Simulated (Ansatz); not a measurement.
Start from ZnTe in the zinc blende structure (space group F-43m, No. 216; a = 6.1134 Å). Axes: x, y, z lie along the cube axes.

Calculations: Kohn–Sham DFT with the r2SCAN functional, run in Ansatz (a first-principles code) with PAW and 500 eV plane waves, spin-orbit coupling left out.

The change: every lattice vector is shortened by 2.09 %, atoms relaxed at fixed cell.

Predict the stress tensor and what it implies for the stiffness.

Stress of the strained cell less that of the base (GPa, compression positive):
```
   3.64    0.00    0.00
   0.00    3.64    0.00
   0.00    0.00    3.64
```

Then B = −ΔP/(ΔV/V₀) with ΔV/V₀ = -0.0614 gives secant stiffness values (nonlinear terms included at this strain): B ≈ 59 GPa.

As a check, the harmonic strain energy −½ V₀ Δσ:ε is 20 meV/atom; the computed energy rise is 19 meV/atom.

No phonon test of stability was made.
